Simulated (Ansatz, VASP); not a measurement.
# One calculation of GaP, two programs

```
CELL_PARAMETERS angstrom
0.00000 2.86833 2.72525
2.72525 0.00000 2.72525
2.72525 2.86833 0.00000
ATOMIC_POSITIONS crystal
Ga 0.00000 0.00000 0.00000
P 0.75000 0.75000 0.75000
```

Change from the starting cell: strain +0.0525 x Voigt [0, 1, 0, 0, 0, 0], atoms carried along.

Alike in both runs: task single point; functional PBE; k mesh 8 × 8 × 8; occupations gaussian, width 0.05 eV; no spin polarisation.

|  | VASP | Ansatz |
| --- | --- | --- |
| version | VASP 6.6.1 | Ansatz 0.2.0 |
| potentials or method | VASP PAW PBE potentials, release 64 (Ga_d, P) | scalar-relativistic, plane waves, PAW |
| plane-wave cutoff (eV) | 520 | 420 |
| valence electrons in the cell | 18 | 18 |

Ansatz gave:

- gap on the k mesh at the Fermi level (eV): 1.29
- least direct gap on the mesh (eV): 1.29
- pressure (GPa): -1.6
- largest component of the traceless stress (GPa): 2.69

Question: Estimate VASP's values.

Answer: gap on the k mesh at the Fermi level (eV): 1.28; least direct gap on the mesh (eV): 1.28; pressure (GPa): -1.6; largest component of the traceless stress (GPa): 2.69.

The functional is the same, so the differences come from potentials, cutoffs and numerics.

A k mesh can miss the band edges.
